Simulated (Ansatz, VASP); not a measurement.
This is a calculation of V for Ansatz 0.2.0.

File input.yaml:

```yaml
crystal:
  lattice:
    - [-1.37771515, 1.64119061, 1.64793453]
    - [1.50497572, -1.49125904, 1.62526353]
    - [1.27254586, 1.38608975, -1.49800296]
  atoms:
    - { symbol: V, position: [0.0, 0.0, 0.0] }
hamiltonian:
  xc: pbe
  pseudopotentials: { kind: paw }
kpoints:
  mp_grid: { grid: [11, 12, 13] }
scf:
  occupations: { method: fermi_dirac, width: 0.05 }
output:
  forces: true
  stress: true
  eigenvalues: true
```

Potentials or basis: Ansatz PAW.

Run with:

```bash
$ ansatz run input.yaml --threads 2 --pin off --max-ram 5632MiB --backend cpu --events-out ev --progress --plain --runs-dir out
```

Problem. Set up the same calculation for VASP 6.6.1. Potentials there: VASP PAW PBE potentials, release 64 (V_sv).

Solution. As run (the cutoff follows the program's own potentials):

File INCAR:

```
  PREC = Accurate
  ENCUT = 520
  EDIFF = 1E-7
  ISMEAR = -1
  SIGMA = 0.05
  LREAL = F
  LASPH = T
  NELM = 60
  ALGO = Fast
  ISIF = 2
  LWAVE = F
  LCHARG = F
  GGA = PE
  NBANDS = 12
```

File KPOINTS:

```
regular mesh
0
Gamma
  11 12 13
```

Contents of POSCAR:

```
V
1.0
   -1.3777151500      1.6411906100      1.6479345300
    1.5049757200     -1.4912590400      1.6252635300
    1.2725458600      1.3860897500     -1.4980029600
V
1
Direct
    0.0000000000      0.0000000000      0.0000000000
```

Potentials or basis: VASP PAW PBE potentials, release 64 (V_sv).

Run with:

```sh
$ cat potpaw_PBE.64/V_sv/POTCAR > POTCAR
$ mpirun -np 1 vasp_std > vasp.out
```

Both were run:

|  | VASP | Ansatz | Ansatz less VASP |
| --- | --- | --- | --- |
| gap on the k mesh at the Fermi level (eV) | none | none | - |
| pressure (GPa) | -1.0 | -1.3 | -0.30 |
| largest component of the traceless stress (GPa) | 8.72 | 8.73 | +0.009 |

A gap of «none» marks a metal or a gap that the smearing closes.
